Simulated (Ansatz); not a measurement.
# Zinc-blende AlSb

The numbers are results of B3LYP (VWN-RPA form) in Ansatz (PAW), not measurements.

Numerical settings: plane-wave cutoff 520 eV, 8×8×8 k mesh, scalar-relativistic PAW data made under PBE.

Cell (relaxed at this level):

```cif
data_Al4Sb4
_chemical_formula_sum 'Al4 Sb4'
_space_group_name_H-M_alt 'F-43m'
_space_group_IT_number 216
_space_group_name_Hall 'F -4 2 3'
_cell_length_a 6.23949
_cell_length_b 6.23949
_cell_length_c 6.23949
_cell_angle_alpha 90.000
_cell_angle_beta 90.000
_cell_angle_gamma 90.000
loop_
_atom_site_label
_atom_site_type_symbol
_atom_site_symmetry_multiplicity
_atom_site_Wyckoff_symbol
_atom_site_fract_x
_atom_site_fract_y
_atom_site_fract_z
_atom_site_occupancy
Al1 Al 4 a 0.00000 0.00000 0.00000 1
Sb1 Sb 4 c 0.25000 0.25000 0.25000 1
```
(The calculation used a cell of 2 atoms; values per cell refer to that cell.)

```json
{
 "elastic constant C11": "82.2 GPa",
 "elastic constant C12": "34.2 GPa",
 "elastic constant C44": "41.7 GPa",
 "Voigt–Reuss–Hill bulk modulus": "50.2 GPa",
 "Voigt–Reuss–Hill shear modulus (Hill average)": "33.4 GPa",
 "young_modulus": "82.0 GPa",
 "poisson_ratio": "0.228"
}
```

Measured, for comparison: elastic constant C11 87.7 GPa, elastic constant C12 43.4 GPa, elastic constant C44 40.8 GPa (temperature not stated, not corrected to a static lattice; as tabulated in Oses et al. (2018), arXiv:1811.08464). Computed (rounded) less measured: elastic constant C11 -6 %, elastic constant C12 -21 %, elastic constant C44 +2 %. A static lattice is as a rule a little smaller and stiffer than an uncorrected measurement, which narrows the difference in the elastic constant C44 and would widen misses of the other sign.

Elastic constants are with the ions relaxed.

Spin–orbit coupling is not included.

Computing time: roughly 110 core-minutes.

Ansatz is a first-principles code.
